# Tantalum: a stiff crystal, or merely a small one?

The bulk modulus says how hard a solid resists being squeezed from all sides. At 194 GPa, the measured value for tantalum, it takes a pressure of about 2 GPa to shrink the metal by one per cent. A calculation finds the modulus from the way the energy rises when the cell is made smaller or larger than its volume of lowest energy, here called the rest volume.

Bulk modulus of bcc tantalum from Kohn-Sham DFT in ABINIT 10.8.3 and Quantum ESPRESSO 7.5, fitted to energies at seven volumes from 16.93 to 19.09 Å³/atom. All runs omit spin polarisation and spin-orbit coupling and use Fermi-Dirac smearing of 0.05 eV. The measured value is 194 GPa (isothermal, from ultrasonic data; arXiv:cond-mat/0403080).

```csv
program,functional,how the value is got,potentials or basis,wave cutoff (eV),k-mesh,computed bulk modulus (GPa),"computed over measured, less one (%)"
ABINIT 10.8.3 (1),r2SCAN,"fit, rest volume 18.18 Å³/atom",JTH PAW PBE v2.0,326.5,11x11x11,160.6,-17.2
ABINIT 10.8.3 (2),BLYP,"fit, rest volume 18.84 Å³/atom",JTH PAW PBE v2.0,517.0,11x11x11,185.9,-4.2
ABINIT 10.8.3 (3),BLYP+D4,"fit, rest volume 18.35 Å³/atom",JTH PAW PBE v2.0,408.2,11x11x11,197.1,1.6
ABINIT 10.8.3 (4),BP86+D4,"fit, rest volume 17.78 Å³/atom",JTH PAW PBE v2.0,517.0,11x11x11,205.7,6.0
ABINIT 10.8.3 (5),PBE+D3(BJ),"fit, rest volume 17.71 Å³/atom",JTH PAW PBE v2.0,408.2,11x11x11,206.9,6.6
ABINIT 10.8.3 (6),WC,"fit, rest volume 17.74 Å³/atom",JTH PAW PBE v2.0,408.2,11x11x11,209.2,7.8
ABINIT 10.8.3 (7),PBEsol,"fit, rest volume 17.64 Å³/atom",PseudoDojo NC SR PBEsol v0.4.1 standard,789.1,11x11x11,211.6,9.1
Quantum ESPRESSO 7.5,PBEsol,"fit, rest volume 17.62 Å³/atom",GBRV 1.5 PBEsol,761.9,11x11x11,213.0,9.8
```

## 1. Which modulus should not be read as it stands?

The r2SCAN value, 17% below experiment, looks like a very soft functional, but the energies behind it do not form a smooth curve. Three neighbouring energies are enough for a rough modulus. Around 18.4 Å³ per atom they give 43 GPa, and one volume step further on they give 305 GPa. None of the other runs shows a jump of anything like this size over the same volumes. The run also has the lowest wave cutoff in the table, though the cause of the noise was not tested, so this row gives no verdict on r2SCAN and stays out of what follows.

## 2. Which matters more, the program or the functional?

PBEsol was run in both ABINIT and Quantum ESPRESSO, with different potentials, and the two moduli differ by 1.4 GPa. Both lie much further from experiment, the ABINIT value by about 18 GPa. Across the functionals the moduli spread over 27 GPa. The choice of functional therefore appears to matter far more than the choice of program, although only one pair tests the latter and cutoffs and potentials also vary among the functionals.

The same pair shows which digits deserve trust. A difference of one or two GPa can come from the technical set-up alone. Errors that both runs share, such as that of their common k-mesh, do not show up in this comparison. BP86+D4, PBE+D3(BJ) and WC lie within 3.5 GPa of one another at unequal cutoffs, so their order should not be given a meaning.

## 3. Why does a smaller crystal come out stiffer?

In tantalum the 5d electrons bind the atoms, while the kinetic energy of the electrons and the overlap of the atomic cores push them apart. This push rises ever more steeply as the atoms approach. A functional that lets the crystal settle at a smaller volume thus places it on a steeper part of the curve of pressure against volume.

The table follows this picture from BLYP, with the largest rest volume and the lowest modulus, to PBEsol at the other end. Only WC and PBE+D3(BJ) are out of order, by an amount too small to interpret. Theory also suggests part of the reason why these two ends differ. BLYP exchange strongly rewards an uneven electron density, which favours larger, looser crystals, whereas PBEsol weakens that reward in order to describe solids better.

Exchange is probably not the whole reason. BP86 has the same exchange as BLYP, yet BP86+D4 rests at a volume 0.57 Å³ per atom smaller than BLYP+D4. The two functionals differ in their correlation part, and the one in BLYP is known to be wrong for a uniform electron gas, the usual starting point for describing a metal. Their D4 terms and cutoffs differ as well, so the table does not measure the share of correlation.

## 4. What would change if every crystal had the same volume?

If size were the whole story, the functionals would agree once they were compared at one volume. The tool for this is the pressure derivative B′, which tells how many GPa the modulus gains for each GPa of applied pressure. Each run supplies its own B′, between 3 and 5. If B′ stays constant, the modulus B at a volume V follows from the modulus B₀ at the rest volume V₀:

B(V) = B₀ (V₀/V)^B′

The common volume is that of the input cell, 18.01 Å³ per atom. For BLYP this means compression:

B = 185.9 GPa × (18.84/18.01)^3.87 ≈ 185.9 GPa × 1.19 ≈ 221 GPa

For PBEsol in ABINIT it means stretching:

B = 211.6 GPa × (17.64/18.01)^4.41 ≈ 193 GPa

The order has reversed: BLYP, softer by 26 GPa at rest, is now stiffer by 28 GPa. The formula uses the constants of each run's own energy curve, so a more direct check is useful. Three energies around the common volume, taken without the formula, give 220 GPa for BLYP and 193 GPa for PBEsol. The printed output after the text lists the formula's estimate for every row.

At this volume BP86+D4, PBE+D3(BJ), WC and both PBEsol runs fall between 193 and 197 GPa by the formula. The energies of the first three, BP86+D4 above all, scatter more about their fitted curves than those of PBEsol, so the order within this range should not be given a meaning. For these five rows, the rest volume accounts for most of the disagreement with experiment. The two BLYP rows stay well above them, so size alone does not explain BLYP.

## 5. Why is BLYP the stiffer one at equal volume?

Two functionals can differ by a steady outward push. That would change the rest volume but leave the modulus at any given volume untouched, because the modulus measures how the pressure changes and not how large it is. A push that grows under compression does more: it enlarges the crystal and also stiffens it at fixed volume.

The pressures computed in the two ABINIT runs show the second kind. At 18.7 Å³ per atom BLYP pushes outward by about 12 GPa more than PBEsol, and at 17.7 Å³ by about 14 GPa more. The printed pressures lie slightly below those given by the slopes of the energies, but the slopes lead to the same two rounded differences. BLYP thus has a steeper curve, but it rests so far out on it that its modulus at rest is still the lowest of the seven. The pressures show how the extra stiffness and the larger crystal go together, but not which part of the functional causes them. The BLYP run used potentials made for PBE, and no row tests how much of the steepness comes from them.

## 6. What happens when a dispersion correction is added to BLYP?

D4 adds an attraction between the atoms. The energy difference between the BLYP+D4 and BLYP runs corresponds to an inward pull of about 5 GPa. The crystal shrinks by 0.49 Å³ per atom and its modulus rises by 11 GPa, as the size argument predicts.

At the common volume, however, the formula puts the modulus of BLYP+D4 about 10 GPa below that of BLYP. The reason is the mirror image of the previous answer. The inward pull grows from about 5 to about 6 GPa as the cell is compressed, and an attraction that strengthens on squeezing helps the squeeze along. D4 therefore stiffens the crystal by making it smaller and gives part of that gain back. The wave cutoff also differs between the two runs, so these sizes cannot be credited to D4 alone. Corrections of this kind are built largely from data on atoms and molecules, and in a metal, where mobile electrons screen the attraction, their strength is uncertain.

## 7. Is BLYP+D4 the best choice for tantalum?

Its modulus is the closest to experiment, only 1.6% too high. But its rest volume is 1.9% larger than the input cell, which itself is close to the real crystal if the rough figure of 18 Å³ per atom is recalled correctly. Moved to that cell, its modulus would be 9% above the measured one. The good agreement comes from two errors that cancel: a curve that is too steep, and a crystal that sits too far out on it.

PBEsol presents the opposite case. It overshoots the measured modulus by 9 to 10% at rest, yet comes within one per cent of it at the common volume. Its main fault for this property is a crystal about 2% too small.

Not all of that 2% should be blamed on the functional. The calculations describe atoms at rest, while heat and zero-point motion swell the real metal, by roughly half a per cent in volume as a recalled order of size. With B′ near 4, such a swelling would lower the modulus by about 2%. This would remove part of the PBEsol excess and leave most of it. Spin-orbit coupling is also absent from these runs, and no row tests its share.

For practical use, a computed modulus should be judged together with the rest volume it belongs to. If both agree with experiment, the energy curve is probably sound near its minimum. If the modulus agrees and the volume does not, as with BLYP+D4, the agreement is lost once calculation and experiment are compared at the same volume. If both are off in the matching sense, small and stiff as with PBEsol, the modulus should be evaluated again at the measured volume before the functional is called too stiff.

Printed output of the fit:

```
Modulus at rest and moved to the common input cell (r2SCAN row unreliable):
                   row  rest volume in A3  rest volume over cell less one in %  pressure derivative  modulus at rest in GPa  modulus at the cell in GPa  cell modulus over measured less one in %
     ABINIT 10.8.3 (1)              18.18                                0.948                5.407                   160.6                         169                                    -12.89
     ABINIT 10.8.3 (2)              18.84                                4.592                3.868                   185.9                       221.2                                     13.99
     ABINIT 10.8.3 (3)              18.35                                1.897                3.667                   197.1                       211.2                                     8.833
     ABINIT 10.8.3 (4)              17.78                               -1.262                3.275                   205.7                       197.3                                     1.702
     ABINIT 10.8.3 (5)              17.71                               -1.688                3.853                   206.9                       193.8                                   -0.1327
     ABINIT 10.8.3 (6)              17.74                               -1.518                3.918                   209.2                         197                                     1.552
     ABINIT 10.8.3 (7)              17.64                               -2.065                4.413                   211.6                         193                                   -0.5329
  Quantum ESPRESSO 7.5              17.62                               -2.178                4.419                     213                       193.2                                   -0.3981
Measured modulus recovered from the table in GPa: 194
Spread of the computed moduli without r2SCAN in GPa: 27.1
Quantum ESPRESSO less ABINIT for PBEsol in GPa: 1.4
The same difference in %: 0.6616
ABINIT PBEsol less measured in GPa: 17.58
That excess over the difference of the two PBEsol rows as a ratio: 12.56
WC less BP86+D4 in GPa: 3.5
BLYP rest volume over that of ABINIT PBEsol less one in %: 6.798
BLYP less ABINIT PBEsol at rest in GPa: -25.7
BLYP less ABINIT PBEsol at the common cell in GPa: 28.18
BLYP modulus at the cell straight from three energies in GPa: 219.7
ABINIT PBEsol modulus at the cell straight from three energies in GPa: 192.6
BLYP+D4 less BLYP in rest volume in A3: -0.4855
BLYP+D4 less BLYP in modulus at rest in GPa: 11.2
BLYP+D4 less BLYP in modulus at the common cell in GPa: -10.01
Mean inward pull from the energy difference of BLYP+D4 and BLYP in GPa: 5.318
r2SCAN modulus from three energies around 18.37 A3 in GPa: 43.19
r2SCAN modulus from three energies around 18.73 A3 in GPa: 305.3
```
